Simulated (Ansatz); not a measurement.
# CdTe (zincblende): response to moved atoms and strain

How does CdTe (zincblende) push back when it is distorted? Each run changes the relaxed cell in one way.

Program: Ansatz 0.2.0. Level of theory: DFT PBE, scalar-relativistic, plane waves, PAW. These are calculated values, not measurements.

1 further run of the same task is left out (it didn't finish). Runs told in other sessions of the task aren't counted.

## 1. The starting structure

It takes space group F-43m (No. 216, cubic). Conventional cell: a = 6.618 Å, b = 6.618 Å, c = 6.618 Å, α = 90.00°, β = 90.00°, γ = 90.00°. Around Cd (site symmetry -43m) lie 4 Te at 2.87 Å. Around Te (site symmetry -43m) lie 4 Cd at 2.87 Å.

Coordinates:

```cif
data_structure
_symmetry_space_group_name_H-M 'P 1'
_symmetry_Int_Tables_number 1
_cell_length_a 4.6798
_cell_length_b 4.6798
_cell_length_c 4.6798
_cell_angle_alpha 60.000
_cell_angle_beta 60.000
_cell_angle_gamma 60.000
_cell_volume 72.47
loop_
_atom_site_label
_atom_site_type_symbol
_atom_site_fract_x
_atom_site_fract_y
_atom_site_fract_z
_atom_site_occupancy
Cd1 Cd 0.00000 0.00000 0.00000 1
Te1 Te 0.25000 0.25000 0.25000 1
```

This cell comes from an earlier session at PBE: 36.235 Å³/atom at 0.00 GPa, on a 10×10×10 mesh.

The changes: atom 2 (Te) moved 0.02 Å along z; atom 1 (Cd) moved 0.12 Å along x; strain e1 = -0.02, atoms carried along; strain e3 = -0.02, atoms carried along; all atoms moved at random (σ = 0.03 Å), cell strained at random (1 %); all atoms moved at random (σ = 0.06 Å), cell strained at random (1 %).

## 2. Atom 2 (Te) moved 0.02 Å along z

File input.yaml:

```yaml
crystal:
  lattice:
    - [0.0, 3.3090893088, 3.3090893088]
    - [3.3090893088, 0.0, 3.3090893088]
    - [3.3090893088, 3.3090893088, 0.0]
  atoms:
    - { symbol: Cd, position: [0.0, 0.0, 0.0] }
    - { symbol: Te, position: [0.2530219795, 0.2530219795, 0.2469780205] }
basis:
  ecutwfc: 420
  ecutrho_ratio: 4
kpoints:
  mp_grid: { grid: [10, 10, 10] }
hamiltonian:
  xc: pbe
scf:
  occupations: { method: gaussian, width: 0.05 }
output:
  forces: true
  stress: true
  eigenvalues: true
  write_density: true
  write_potential: true
  elf: true
  volumetric_format: npy
```

Command:

```
> ansatz run input.yaml --threads 2 --pin off --max-ram 2662MiB --backend cpu --events-out ev --progress --plain --runs-dir out
```

The log of the run, cut to the lines that bear on the results:

```text
Warning: RAYON_NUM_THREADS=2 ignored (pool sized by the plan → 2); use --threads N
[...]
Pseudopotentials: kind: paw
Pseudopotential: Cd, paw, valence charge 20, recommended cutoff 420 eV (normal), Cd.paw.azcp
Pseudopotential: Te, paw, valence charge 16, recommended cutoff 420 eV (normal), Te.paw.azcp
Functional definition: PBE
[...]
Crystal: 2 atoms, lattice volume = 72.470 Å³
Basis set: ecut = 420 eV, 1411 PW (Γ), exchange–correlation on 64×64×64 points (8 copies of the dense FFT grid, shifted against one another)
Bands: 22, of which v1, the nominal top of the filled ones, is band 18 counted from 1 (17 counted from 0)
Symmetry: 4 space group operations
Space group: Imm2 (ITA 44), of the structure as read, at distance tolerance 4.2e-5 Å
k-points: 171 of 1000 (time reversal used)
[...]
SCF iter   1: F=—  HF=-15235.339444 eV  |F-HF|=—  |Δ(HF+E_count)|=         —  Δρ=1.49e-3  dr2=4.12e-3  ethr=1.77e-3  ⟨swp⟩=6.1  Hψ=17834  notcnv=0
[...]
SCF iter   6: F=-15235.338693 eV  HF=-15235.338693 eV  |F-HF|=4.30e-8  |Δ(HF+E_count)|=   2.22e-6  Δρ=3.24e-6  dr2=9.45e-9  ethr=2.78e-10  ⟨swp⟩=11.9  Hψ=27085  notcnv=0
[...]
SCF converged after 6 iterations
Free energy (F): -15235.338693 eV
[...]
E sigma→0 (E₀):  -15235.338693 eV
Fermi energy:    6.902640 eV
[...]
--- Forces (eV/Å), atoms counted from 1 ---
  atom   1  Cd     0.00000000    -0.00000000     0.07452705
  atom   2  Te    -0.00000000    -0.00000000    -0.07452490
[...]
--- Stress (GPa, compression-positive) ---
        0.008190      -0.202545      -0.000000
       -0.202545       0.008190       0.000000
       -0.000000       0.000000       0.003396
  P = ⅓ Tr σ = 0.0066 GPa (0.066 kbar)
--- Band table (eV; the first three rows and the last of 171) ---
  k-point 0: bands = ["-95.3757", "-56.4379", "-56.4378", "-56.4378", "-29.2916", "-29.2902", "-29.2871", "-29.2834", "-29.2826", "-4.2328", "-1.4868", "-1.4795", "-1.4725", "-1.2624", "-1.2623", "6.5852", "6.6019", "6.6174", "7.1878", "11.2431", "11.2555", "11.2695"]
[...]
```

Wall time 17 s (2 threads of Arm Neoverse V2, shared host); peak memory 0.53 GiB.

This gives: volume 36.235 Å³/atom, pressure 0.01 GPa, gap on the mesh 0.57 eV.

Forces on the atoms, as numbers:

```csv
atom,x (eV/Å),y (eV/Å),z (eV/Å)
Cd1,0.000,0.000,0.075
Te2,0.000,0.000,-0.075
```

The maps below are laid out on this run's own conventional cell (a, b, c = 4.680, 4.680, 6.618 Å).

Density in a lattice plane of the grid's cell (edges 4.68 and 6.62 Å, at 0.000 of the third edge), which holds Cd and Te.

Ten even steps from ' ' (0.01 e/Å³) to '@' (26.58 e/Å³):
```
**==..                      ..==
....                          ..
                                
              ::==::            
            ..==**==..          
            ..--==--..          
                ..              
                                
                                
                                
                                
                                
                                
                                
                                
                                
                                
....                          ..
**==..                      ..==
@@**::                      ::**
```
Columns run along the first of these edges and rows up along the second, over one cell in 16 and 20 even steps from the bottom left corner. Atoms in the plane (fractional): Cd at (0.00, 0.00), Te at (0.50, 0.75).

ELF in the same plane.

Values, 12 rows by 8 columns:
```
0.55 0.35 0.26 0.68 0.59 0.68 0.26 0.35
0.20 0.18 0.66 0.46 0.19 0.46 0.66 0.18
0.12 0.35 0.64 0.22 0.17 0.22 0.64 0.35
0.04 0.30 0.63 0.43 0.15 0.43 0.63 0.30
0.01 0.11 0.53 0.62 0.57 0.62 0.53 0.11
0.01 0.02 0.15 0.43 0.54 0.43 0.15 0.02
0.01 0.01 0.02 0.06 0.11 0.06 0.02 0.01
0.04 0.03 0.01 0.01 0.01 0.01 0.01 0.03
0.12 0.10 0.05 0.01 0.00 0.01 0.05 0.10
0.20 0.18 0.13 0.04 0.01 0.04 0.13 0.18
0.55 0.39 0.18 0.11 0.09 0.11 0.18 0.39
0.92 0.52 0.17 0.36 0.51 0.36 0.17 0.52
```
Columns run along the first of these edges and rows up along the second, over one cell in 8 and 12 even steps from the bottom left corner. Atoms in the plane (fractional): Cd at (0.00, 0.00), Te at (0.50, 0.75).

Both are smooth fields of the valence electrons: close to the nuclei they are not physical.

Maxima of ELF outside the ion cores: 0.69 beside Te, off the lines to its neighbours, 1.3 Å from Te; 0.69 on the Te–Cd line, 1.3 Å from Te.

## 3. Atom 1 (Cd) moved 0.12 Å along x

File input.yaml:

```yaml
crystal:
  lattice:
    - [0.0, 3.3090893088, 3.3090893088]
    - [3.3090893088, 0.0, 3.3090893088]
    - [3.3090893088, 3.3090893088, 0.0]
  atoms:
    - { symbol: Cd, position: [-0.0181318769, 0.0181318769, 0.0181318769] }
    - { symbol: Te, position: [0.25, 0.25, 0.25] }
basis:
  ecutwfc: 420
  ecutrho_ratio: 4
kpoints:
  mp_grid: { grid: [10, 10, 10] }
hamiltonian:
  xc: pbe
scf:
  occupations: { method: gaussian, width: 0.05 }
output:
  forces: true
  stress: true
  eigenvalues: true
```

Command:

```
> ansatz run input.yaml --threads 2 --pin off --max-ram 2662MiB --backend cpu --events-out ev --progress --plain --runs-dir out
```

The log of the run, cut to the lines that bear on the results:

```text
Warning: RAYON_NUM_THREADS=2 ignored (pool sized by the plan → 2); use --threads N
[...]
Pseudopotentials: kind: paw
Pseudopotential: Cd, paw, valence charge 20, recommended cutoff 420 eV (normal), Cd.paw.azcp
Pseudopotential: Te, paw, valence charge 16, recommended cutoff 420 eV (normal), Te.paw.azcp
Functional definition: PBE
[...]
Crystal: 2 atoms, lattice volume = 72.470 Å³
Basis set: ecut = 420 eV, 1411 PW (Γ), exchange–correlation on 64×64×64 points (8 copies of the dense FFT grid, shifted against one another)
Bands: 22, of which v1, the nominal top of the filled ones, is band 18 counted from 1 (17 counted from 0)
Symmetry: 4 space group operations
Space group: Imm2 (ITA 44), of the structure as read, at distance tolerance 4.2e-5 Å
k-points: 171 of 1000 (time reversal used)
[...]
SCF iter   1: F=—  HF=-15235.313429 eV  |F-HF|=—  |Δ(HF+E_count)|=         —  Δρ=1.47e-3  dr2=4.03e-3  ethr=1.77e-3  ⟨swp⟩=6.1  Hψ=17853  notcnv=0
[...]
SCF iter   6: F=-15235.312685 eV  HF=-15235.312685 eV  |F-HF|=4.72e-8  |Δ(HF+E_count)|=   2.14e-6  Δρ=3.59e-6  dr2=1.13e-8  ethr=2.78e-10  ⟨swp⟩=6.9  Hψ=17219  notcnv=0
[...]
SCF converged after 6 iterations
Free energy (F): -15235.312685 eV
[...]
E sigma→0 (E₀):  -15235.312685 eV
Fermi energy:    6.941000 eV
[...]
--- Forces (eV/Å), atoms counted from 1 ---
  atom   1  Cd    -0.44458853    -0.00000000     0.00000000
  atom   2  Te     0.44457402     0.00000000    -0.00000000
[...]
--- Stress (GPa, compression-positive) ---
        0.065125       0.000000      -0.000000
        0.000000       0.237624       1.223560
       -0.000000       1.223560       0.237624
  P = ⅓ Tr σ = 0.1801 GPa (1.801 kbar)
--- Band table (eV; the first three rows and the last of 171) ---
  k-point 0: bands = ["-95.3902", "-56.4527", "-56.4525", "-56.4519", "-29.3014", "-29.3003", "-29.2825", "-29.2746", "-29.2706", "-4.2480", "-1.5378", "-1.4887", "-1.4521", "-1.2780", "-1.2736", "6.4895", "6.6070", "6.6824", "7.1996", "11.2009", "11.2498", "11.3589"]
[...]
```

Run time: 13 s. Hardware: 2 threads of Arm Neoverse V2, shared host; peak memory 0.54 GiB.

This gives: volume 36.235 Å³/atom, pressure 0.18 GPa, gap on the mesh 0.52 eV.

Forces on the atoms, as numbers:

```csv
atom,x (eV/Å),y (eV/Å),z (eV/Å)
Cd1,-0.445,0.000,0.000
Te2,0.445,0.000,0.000
```

## 4. Strain e1 = -0.02, atoms carried along

File input.yaml:

```yaml
crystal:
  lattice:
    - [0.0, 3.3090893088, 3.3090893088]
    - [3.2429075226, 0.0, 3.3090893088]
    - [3.2429075226, 3.3090893088, 0.0]
  atoms:
    - { symbol: Cd, position: [0.0, 0.0, 0.0] }
    - { symbol: Te, position: [0.25, 0.25, 0.25] }
basis:
  ecutwfc: 420
  ecutrho_ratio: 4
kpoints:
  mp_grid: { grid: [10, 10, 10] }
hamiltonian:
  xc: pbe
scf:
  occupations: { method: gaussian, width: 0.05 }
output:
  forces: true
  stress: true
  eigenvalues: true
```

Command:

```
> ansatz run input.yaml --threads 2 --pin off --max-ram 2662MiB --backend cpu --events-out ev --progress --plain --runs-dir out
```

The log of the run, cut to the lines that bear on the results:

```text
Warning: RAYON_NUM_THREADS=2 ignored (pool sized by the plan → 2); use --threads N
[...]
Pseudopotentials: kind: paw
Pseudopotential: Cd, paw, valence charge 20, recommended cutoff 420 eV (normal), Cd.paw.azcp
Pseudopotential: Te, paw, valence charge 16, recommended cutoff 420 eV (normal), Te.paw.azcp
Functional definition: PBE
[...]
Crystal: 2 atoms, lattice volume = 71.020 Å³
Basis set: ecut = 420 eV, 1395 PW (Γ), exchange–correlation on 64×64×64 points (8 copies of the dense FFT grid, shifted against one another)
Bands: 22, of which v1, the nominal top of the filled ones, is band 18 counted from 1 (17 counted from 0)
Symmetry: 8 space group operations
Space group: I-4m2 (ITA 119), of the structure as read, at distance tolerance 4.1e-5 Å
k-points: 102 of 1000 (time reversal used)
[...]
SCF iter   1: F=—  HF=-15235.335915 eV  |F-HF|=—  |Δ(HF+E_count)|=         —  Δρ=1.48e-3  dr2=3.97e-3  ethr=1.77e-3  ⟨swp⟩=6.1  Hψ=10648  notcnv=0
[...]
SCF iter   6: F=-15235.335182 eV  HF=-15235.335182 eV  |F-HF|=3.90e-8  |Δ(HF+E_count)|=   1.99e-6  Δρ=3.23e-6  dr2=9.24e-9  ethr=2.78e-10  ⟨swp⟩=6.9  Hψ=10334  notcnv=0
[...]
SCF converged after 6 iterations
Free energy (F): -15235.335182 eV
[...]
E sigma→0 (E₀):  -15235.335182 eV
Fermi energy:    7.212537 eV
[...]
--- Forces (eV/Å), atoms counted from 1 ---
  atom   1  Cd     0.00000000     0.00000000     0.00000000
  atom   2  Te     0.00000000     0.00000000    -0.00000000
[...]
--- Stress (GPa, compression-positive) ---
        0.946508       0.000000       0.000000
        0.000000       0.637743       0.000000
        0.000000       0.000000       0.637743
  P = ⅓ Tr σ = 0.7407 GPa (7.407 kbar)
--- Band table (eV; the first three rows and the last of 102) ---
  k-point 0: bands = ["-95.1465", "-56.2113", "-56.2076", "-56.2076", "-29.0614", "-29.0580", "-29.0580", "-29.0547", "-29.0504", "-4.0674", "-1.2697", "-1.2697", "-1.2653", "-1.0390", "-1.0365", "6.8496", "6.8496", "6.9110", "7.5141", "11.5132", "11.5192", "11.5192"]
[...]
```

Wall time 7.2 s (2 threads of Arm Neoverse V2, shared host); peak memory 0.45 GiB.

Result: volume 35.510 Å³/atom, pressure 0.74 GPa, gap on the mesh 0.60 eV.

## 5. Strain e3 = -0.02, atoms carried along

Edit input.yaml of step 4 so:

```diff
@@ -2,5 +2,5 @@
   lattice:
-    - [0.0, 3.3090893088, 3.3090893088]
-    - [3.2429075226, 0.0, 3.3090893088]
-    - [3.2429075226, 3.3090893088, 0.0]
+    - [0.0, 3.3090893088, 3.2429075226]
+    - [3.3090893088, 0.0, 3.2429075226]
+    - [3.3090893088, 3.3090893088, 0.0]
   atoms:
```

Command:

```
> ansatz run input.yaml --threads 2 --pin off --max-ram 2662MiB --backend cpu --events-out ev --progress --plain --runs-dir out
```

The log of the run, cut to the lines that bear on the results:

```text
Warning: RAYON_NUM_THREADS=2 ignored (pool sized by the plan → 2); use --threads N
[...]
Pseudopotentials: kind: paw
Pseudopotential: Cd, paw, valence charge 20, recommended cutoff 420 eV (normal), Cd.paw.azcp
Pseudopotential: Te, paw, valence charge 16, recommended cutoff 420 eV (normal), Te.paw.azcp
Functional definition: PBE
[...]
Crystal: 2 atoms, lattice volume = 71.020 Å³
Basis set: ecut = 420 eV, 1395 PW (Γ), exchange–correlation on 64×64×64 points (8 copies of the dense FFT grid, shifted against one another)
Bands: 22, of which v1, the nominal top of the filled ones, is band 18 counted from 1 (17 counted from 0)
Symmetry: 8 space group operations
Space group: I-4m2 (ITA 119), of the structure as read, at distance tolerance 4.1e-5 Å
k-points: 102 of 1000 (time reversal used)
[...]
SCF iter   1: F=—  HF=-15235.335915 eV  |F-HF|=—  |Δ(HF+E_count)|=         —  Δρ=1.49e-3  dr2=3.99e-3  ethr=1.77e-3  ⟨swp⟩=6.1  Hψ=10651  notcnv=0
[...]
SCF iter   6: F=-15235.335182 eV  HF=-15235.335182 eV  |F-HF|=3.99e-8  |Δ(HF+E_count)|=   1.99e-6  Δρ=3.25e-6  dr2=9.32e-9  ethr=2.78e-10  ⟨swp⟩=7.0  Hψ=10354  notcnv=0
[...]
SCF converged after 6 iterations
Free energy (F): -15235.335182 eV
[...]
E sigma→0 (E₀):  -15235.335182 eV
Fermi energy:    7.212537 eV
[...]
--- Forces (eV/Å), atoms counted from 1 ---
  atom   1  Cd     0.00000000     0.00000000     0.00000000
  atom   2  Te    -0.00000000     0.00000000     0.00000000
[...]
--- Stress (GPa, compression-positive) ---
        0.637742       0.000000       0.000000
        0.000000       0.637742       0.000000
       -0.000000       0.000000       0.946508
  P = ⅓ Tr σ = 0.7407 GPa (7.407 kbar)
--- Band table (eV; the first three rows and the last of 102) ---
  k-point 0: bands = ["-95.1465", "-56.2113", "-56.2076", "-56.2076", "-29.0614", "-29.0580", "-29.0580", "-29.0547", "-29.0504", "-4.0674", "-1.2697", "-1.2697", "-1.2653", "-1.0390", "-1.0365", "6.8496", "6.8496", "6.9110", "7.5141", "11.5132", "11.5192", "11.5192"]
[...]
```

Run time: 7.2 s. Hardware: 2 threads of Arm Neoverse V2, shared host; peak memory 0.45 GiB.

This gives: volume 35.510 Å³/atom, pressure 0.74 GPa, gap on the mesh 0.60 eV.

## 6. All atoms moved at random (σ = 0.03 Å), cell strained at random (1 %)

File input.yaml:

```yaml
crystal:
  lattice:
    - [-0.0575585301, 3.3250879488, 3.384217747]
    - [3.2078990803, 0.0011142423, 3.3255449746]
    - [3.2099407403, 3.2684568365, -0.0009274177]
  atoms:
    - { symbol: Cd, position: [0.0065989209, 0.0018100654, -0.0039586779] }
    - { symbol: Te, position: [0.2434010791, 0.2481899346, 0.2539586779] }
basis:
  ecutwfc: 420
  ecutrho_ratio: 4
kpoints:
  mp_grid: { grid: [10, 10, 10] }
hamiltonian:
  xc: pbe
scf:
  occupations: { method: gaussian, width: 0.05 }
output:
  forces: true
  stress: true
  eigenvalues: true
```

Command:

```
> ansatz run input.yaml --threads 2 --pin off --max-ram 2662MiB --backend cpu --events-out ev --progress --plain --runs-dir out
```

The log of the run, cut to the lines that bear on the results:

```text
Warning: RAYON_NUM_THREADS=2 ignored (pool sized by the plan → 2); use --threads N
[...]
Pseudopotentials: kind: paw
Pseudopotential: Cd, paw, valence charge 20, recommended cutoff 420 eV (normal), Cd.paw.azcp
Pseudopotential: Te, paw, valence charge 16, recommended cutoff 420 eV (normal), Te.paw.azcp
Functional definition: PBE
[...]
Crystal: 2 atoms, lattice volume = 71.601 Å³
Basis set: ecut = 420 eV, 1407 PW (Γ), exchange–correlation on 64×64×64 points (8 copies of the dense FFT grid, shifted against one another)
Bands: 22, of which v1, the nominal top of the filled ones, is band 18 counted from 1 (17 counted from 0)
Symmetry: 1 space group operations
Space group: P1 (ITA 1), of the structure as read, at distance tolerance 4.2e-5 Å
k-points: 504 of 1000 (time reversal used)
[...]
SCF iter   1: F=—  HF=-15235.316785 eV  |F-HF|=—  |Δ(HF+E_count)|=         —  Δρ=1.48e-3  dr2=3.97e-3  ethr=1.77e-3  ⟨swp⟩=6.1  Hψ=52785  notcnv=0
[...]
SCF iter   6: F=-15235.316067 eV  HF=-15235.316067 eV  |F-HF|=4.72e-8  |Δ(HF+E_count)|=   2.04e-6  Δρ=3.77e-6  dr2=1.21e-8  ethr=2.78e-10  ⟨swp⟩=7.0  Hψ=50596  notcnv=0
[...]
SCF converged after 6 iterations
Free energy (F): -15235.316067 eV
[...]
E sigma→0 (E₀):  -15235.316067 eV
Fermi energy:    7.106857 eV
[...]
--- Forces (eV/Å), atoms counted from 1 ---
  atom   1  Cd     0.09801925    -0.12103496    -0.28906240
  atom   2  Te    -0.09800870     0.12102314     0.28904724
[...]
--- Stress (GPa, compression-positive) ---
        0.900667       1.140172       0.666414
        1.140172       0.646707      -0.579189
        0.666414      -0.579189       0.288867
  P = ⅓ Tr σ = 0.6121 GPa (6.121 kbar)
--- Band table (eV; the first three rows and the last of 504) ---
  k-point 0: bands = ["-95.2479", "-56.3135", "-56.3103", "-56.3069", "-29.1605", "-29.1563", "-29.1454", "-29.1427", "-29.1406", "-4.1463", "-1.3898", "-1.3752", "-1.3243", "-1.1383", "-1.1358", "6.6882", "6.7558", "6.8100", "7.4037", "11.2205", "11.5050", "11.5420"]
[...]
```

It took 35 s on 2 threads of Arm Neoverse V2, shared host; peak memory 0.92 GiB.

This gives: volume 35.801 Å³/atom, pressure 0.61 GPa, mesh gap 0.59 eV.

Forces on the atoms, as numbers:

```csv
atom,x (eV/Å),y (eV/Å),z (eV/Å)
Cd1,0.098,-0.121,-0.289
Te2,-0.098,0.121,0.289
```

## 7. All atoms moved at random (σ = 0.06 Å), cell strained at random (1 %)

File input.yaml:

```yaml
crystal:
  lattice:
    - [-0.0464426797, 3.3252120997, 3.323887355]
    - [3.248067187, 0.0082027096, 3.2692419657]
    - [3.2504313587, 3.2729308822, 0.0058385379]
  atoms:
    - { symbol: Cd, position: [-0.0143960682, 0.0075244531, -0.0027108377] }
    - { symbol: Te, position: [0.2643960682, 0.2424755469, 0.2527108377] }
basis:
  ecutwfc: 420
  ecutrho_ratio: 4
kpoints:
  mp_grid: { grid: [10, 10, 10] }
hamiltonian:
  xc: pbe
scf:
  occupations: { method: gaussian, width: 0.05 }
output:
  forces: true
  stress: true
  eigenvalues: true
```

Command:

```
> ansatz run input.yaml --threads 2 --pin off --max-ram 2662MiB --backend cpu --events-out ev --progress --plain --runs-dir out
```

The log of the run, cut to the lines that bear on the results:

```text
Warning: RAYON_NUM_THREADS=2 ignored (pool sized by the plan → 2); use --threads N
[...]
Pseudopotentials: kind: paw
Pseudopotential: Cd, paw, valence charge 20, recommended cutoff 420 eV (normal), Cd.paw.azcp
Pseudopotential: Te, paw, valence charge 16, recommended cutoff 420 eV (normal), Te.paw.azcp
Functional definition: PBE
[...]
Crystal: 2 atoms, lattice volume = 71.016 Å³
Basis set: ecut = 420 eV, 1397 PW (Γ), exchange–correlation on 64×64×64 points (8 copies of the dense FFT grid, shifted against one another)
Bands: 22, of which v1, the nominal top of the filled ones, is band 18 counted from 1 (17 counted from 0)
Symmetry: 1 space group operations
Space group: P1 (ITA 1), of the structure as read, at distance tolerance 4.1e-5 Å
k-points: 504 of 1000 (time reversal used)
[...]
SCF iter   1: F=—  HF=-15235.313708 eV  |F-HF|=—  |Δ(HF+E_count)|=         —  Δρ=1.47e-3  dr2=3.87e-3  ethr=1.77e-3  ⟨swp⟩=6.0  Hψ=52650  notcnv=0
[...]
SCF iter   6: F=-15235.312998 eV  HF=-15235.312998 eV  |F-HF|=3.80e-8  |Δ(HF+E_count)|=   1.84e-6  Δρ=3.32e-6  dr2=9.37e-9  ethr=2.78e-10  ⟨swp⟩=6.9  Hψ=50764  notcnv=0
[...]
SCF converged after 6 iterations
Free energy (F): -15235.312998 eV
[...]
E sigma→0 (E₀):  -15235.312998 eV
Fermi energy:    7.241645 eV
[...]
--- Forces (eV/Å), atoms counted from 1 ---
  atom   1  Cd    -0.07001911     0.37862080     0.12800186
  atom   2  Te     0.07002944    -0.37861690    -0.12800774
[...]
--- Stress (GPa, compression-positive) ---
        0.925958      -0.089885      -0.818086
       -0.089885       0.690506      -0.169403
       -0.818086      -0.169403       0.819954
  P = ⅓ Tr σ = 0.8121 GPa (8.121 kbar)
--- Band table (eV; the first three rows and the last of 504) ---
  k-point 0: bands = ["-95.1574", "-56.2210", "-56.2194", "-56.2188", "-29.0704", "-29.0650", "-29.0520", "-29.0397", "-29.0371", "-4.0739", "-1.3156", "-1.2732", "-1.2392", "-1.0487", "-1.0460", "6.7046", "6.9129", "6.9762", "7.5071", "11.4682", "11.5417", "11.6021"]
[...]
```

It took 35 s on 2 threads of Arm Neoverse V2, shared host; peak memory 0.92 GiB.

Result: volume 35.508 Å³/atom, pressure 0.81 GPa, mesh gap 0.53 eV.

Forces on the atoms, as numbers:

```csv
atom,x (eV/Å),y (eV/Å),z (eV/Å)
Cd1,-0.070,0.379,0.128
Te2,0.070,-0.379,-0.128
```

## 8. The distortions side by side

| change | change of free energy (meV/atom) | largest force (eV/Å) | largest change of stress (GPa) |
| --- | --- | --- | --- |
| atom 2 (Te) moved 0.02 Å along z | 0.37 | 0.075 | 0.20 |
| atom 1 (Cd) moved 0.12 Å along x | 13.38 | 0.445 | 1.22 |
| strain e1 = -0.02, atoms carried along | 2.13 | 0.000 | 0.94 |
| strain e3 = -0.02, atoms carried along | 2.13 | 0.000 | 0.94 |
| all atoms moved at random (σ = 0.03 Å), cell strained at random (1 %) | 11.69 | 0.328 | 1.14 |
| all atoms moved at random (σ = 0.06 Å), cell strained at random (1 %) | 13.22 | 0.406 | 0.92 |

Moving atom 2 by 0.02 Å meets a restoring force of 0.075 eV/Å along the move, a force constant of about 3.7 eV/Å². Moving atom 1 by 0.12 Å meets a restoring force of 0.445 eV/Å along the move, a force constant of about 3.7 eV/Å². The strain e1 = -0.02 changes that stress component by +0.94 GPa (compression positive), a ratio of 47 GPa; that is a secant over a finite strain with the atoms carried along, not the elastic constant. The strain e3 = -0.02 changes that stress component by +0.94 GPa (compression positive), a ratio of 47 GPa; that is a secant over a finite strain with the atoms carried along, not the elastic constant. No change lowers the energy by more than 0.5 meV/atom; other distortions weren't tried.
